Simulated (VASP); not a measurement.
# Co (P6_3/mmc) in VASP: notebook, part 2 of 2

VASP 6.6.1. The steps go on from the part before.

**4. Elastic constants, PBEsol, collinear spin, ferromagnetic start**

Input file POSCAR:

```
Co
1.0
    2.5000000000      0.0000000000      0.0000000000
   -1.2500000000      2.1650635100      0.0000000000
    0.0000000000      0.0000000000      4.0600000000
Co
2
Direct
    0.3333333333      0.6666666667      0.2500000000
    0.6666666667      0.3333333333      0.7500000000
```

Input file INCAR.step1:

```
  PREC = Accurate
  ENCUT = 600
  EDIFF = 1E-8
  ISMEAR = 1
  SIGMA = 0.15
  LREAL = F
  LASPH = T
  NELM = 100
  ALGO = Fast
  ISIF = 3
  LWAVE = F
  LCHARG = F
  ISPIN = 2
  MAGMOM = 1.8 1.8
  LORBIT = 11
  LMAXMIX = 4
  GGA = PS
  IBRION = 2
  NSW = 40
  EDIFFG = -0.002
  KPAR = 4
```

Input file INCAR.step2:

```
  PREC = Accurate
  ENCUT = 600
  EDIFF = 1E-8
  ISMEAR = 1
  SIGMA = 0.15
  LREAL = F
  LASPH = T
  NELM = 100
  ALGO = Fast
  ISIF = 3
  LWAVE = F
  LCHARG = F
  ISPIN = 2
  MAGMOM = 1.8 1.8
  LORBIT = 11
  LMAXMIX = 4
  GGA = PS
  IBRION = 6
  NFREE = 2
  POTIM = 0.015
  NSW = 1
  KPAR = 4
```

Input file KPOINTS:

```
Automatic mesh
0
Gamma
  18 18 10
```

Potentials or basis: VASP PAW PBE potentials, release 64 (Co).

Run with:

```
> cat potpaw_PBE.64/Co/POTCAR > POTCAR
> cp INCAR.step1 INCAR
> mpirun -np 4 vasp_std > vasp.out
> cp CONTCAR POSCAR
> cp INCAR.step2 INCAR
> mpirun -np 4 vasp_std > vasp.out
```

OUTCAR:

```text
PREC = Accurate
   ENCUT = 600
   EDIFF = 1E-8
   ISMEAR = 1
   LREAL = F
   LASPH = T
   NELM = 100
   ISIF = 3
   ISPIN = 2
   LORBIT = 11
   GGA = PS
   IBRION = 6
   NFREE = 2
   POTIM = 0.015
   NSW = 1
[... 1375 lines left out ...]

 ELASTIC MODULI CONTR FROM IONIC RELAXATION (kBar)
 Direction    XX          YY          ZZ          XY          YZ          ZX
 --------------------------------------------------------------------------------
 XX        -212.4586    212.4586      0.0000      0.0000      0.0000      0.0000
 YY         212.4586   -212.4586     -0.0000     -0.0000      0.0000      0.0000
 ZZ           0.0000     -0.0000     -0.0000     -0.0000      0.0000      0.0000
 XY           0.0000     -0.0000     -0.0000   -212.4586      0.0000      0.0000
 YZ           0.0000      0.0000      0.0000      0.0000      0.0000      0.0000
 ZX           0.0000      0.0000      0.0000      0.0000      0.0000      0.0000
 --------------------------------------------------------------------------------

 TOTAL ELASTIC MODULI (kBar)
 Direction    XX          YY          ZZ          XY          YZ          ZX
 --------------------------------------------------------------------------------
 XX        4233.1163   1945.8430   1327.5385      0.0000      0.0000      0.0000
 YY        1945.8430   4233.1163   1327.5385     -0.0000      0.0000      0.0000
 ZZ        1327.5385   1327.5385   4654.1507     -0.0000     -0.0000      0.0000
 XY           0.0000     -0.0000     -0.0000   1143.6367     -0.0000      0.0000
 YZ           0.0000      0.0000     -0.0000      0.0000   1082.3807      0.0000
 ZX           0.0000      0.0000      0.0000     -0.0000      0.0000   1082.3806
 --------------------------------------------------------------------------------

 total charge

# of ion       s       p       d       tot
------------------------------------------
    1        0.510   0.569   7.294   8.372
    2        0.510   0.569   7.294   8.372
--------------------------------------------------
tot          1.020   1.138  14.587  16.745

 magnetization (x)

# of ion       s       p       d       tot
------------------------------------------
    1       -0.015  -0.053   1.642   1.573
    2       -0.015  -0.053   1.642   1.573
--------------------------------------------------
tot         -0.031  -0.106   3.283   3.147
```

OSZICAR.step1:

```text
N       E                     dE             d eps       ncg     rms          rms(c)
DAV:   1     0.850873309511E+02    0.85087E+02   -0.91282E+03 13560   0.175E+03
DAV:   2    -0.155374584109E+02   -0.10062E+03   -0.93317E+02 13327   0.268E+02
[... 94 lines left out ...]
RMM:   2    -0.154749178776E+02    0.24684E-04   -0.11895E-04 13320   0.155E-01    0.280E-02
RMM:   3    -0.154749131983E+02    0.46793E-05   -0.14176E-05 13324   0.615E-02    0.128E-02
RMM:   4    -0.154749128594E+02    0.33896E-06   -0.53508E-07 13629   0.770E-03    0.440E-03
RMM:   5    -0.154749126841E+02    0.17526E-06   -0.19404E-07 13951   0.420E-03    0.690E-04
RMM:   6    -0.154749126593E+02    0.24787E-07   -0.36916E-08  9998   0.195E-03    0.368E-04
RMM:   7    -0.154749126517E+02    0.75747E-08   -0.82531E-09  7958   0.830E-04
   8 F= -.15474913E+02 E0= -.15474769E+02  d E =-.132467E-05  mag=     3.1327
```

It took 20 min on 4 MPI ranks of Intel Xeon Platinum 8488C (Sapphire Rapids), shared host; peak memory 1 GiB.

What came out:

| Quantity | Value |
| --- | --- |
| Relaxed volume | 10.33 Å³/atom |
| Relaxed cell | a = 2.454 Å, b = 2.454 Å, c = 3.962 Å, α = 90.00°, β = 90.00°, γ = 120.00° |
| Space group after relaxing (to 0.05 Å) | P6_3/mmc (No. 194) |
| Net moment | 3.13 μB per cell |
| Site moments | Co +1.57 μB |
| Valence electrons inside the program's atomic spheres | Co 8.37 |
| Voigt bulk modulus | 248 GPa |
| Highest phonon frequency at Γ | 266 cm⁻¹ |

The path:
```csv
step,energy change (eV),largest force (eV/Å),pressure (GPa),volume (Å³)
1,0.0000,0.0000,-13.25,21.98
2,0.0323,0.0000,21.44,19.21
3,-0.0578,0.0000,-0.21,20.68
4,-0.0578,0.0000,0.10,20.65
5,-0.0581,0.0000,0.08,20.65
6,-0.0581,0.0000,0.08,20.65
7,-0.0581,0.0000,-0.08,20.66
8,-0.0581,0.0000,0.01,20.66
```

Final structure:
```cif
data_structure
_symmetry_space_group_name_H-M 'P 1'
_symmetry_Int_Tables_number 1
_cell_length_a 2.4536
_cell_length_b 2.4536
_cell_length_c 3.9621
_cell_angle_alpha 90.000
_cell_angle_beta 90.000
_cell_angle_gamma 120.000
_cell_volume 20.66
loop_
_atom_site_label
_atom_site_type_symbol
_atom_site_fract_x
_atom_site_fract_y
_atom_site_fract_z
_atom_site_occupancy
Co1 Co 0.33333 0.66667 0.25000 1
Co2 Co 0.66667 0.33333 0.75000 1
```

Phonon frequencies in cm⁻¹ (negative: imaginary):
| q point | frequencies |
| --- | --- |
| (0.000, 0.000, 0.000) | 0 0 0 161 161 266 |

Elastic tensor in Voigt notation (GPa, in the Cartesian axes of the cell as first typed):
```
423 195 133   0   0   0
195 423 133   0   0   0
133 133 465   0   0   0
  0   0   0 108   0   0
  0   0   0   0 108   0
  0   0   0   0   0 114
```

Clamped-ion elastic tensor (GPa):
```
445 173 133   0   0   0
173 445 133   0   0   0
133 133 465   0   0   0
  0   0   0 108   0   0
  0   0   0   0 108   0
  0   0   0   0   0 136
```

Caveat: the PAW data sets were made with another functional, which shifts forces and pressure a little.

**5. Overview**

```tsv
level	potentials or basis	moment (μB)
LDA	VASP PAW LDA potentials, release 64 (Co)	3.02
PBE	VASP PAW PBE potentials, release 64 (Co)	3.18
PBEsol	VASP PAW PBE potentials, release 64 (Co)	3.13
```

Alike in all rows: task elastic constants; spin collinear, ferromagnetic start; cell relaxed; k mesh 18 × 18 × 10; cutoff (eV) 600; smearing methfessel-paxton 0.15 eV.

Caveats: the PAW data sets were made with another functional, which shifts forces and pressure a little (some runs).

Total energies depend on the potentials used, so only differences within one code and one set of settings carry meaning.
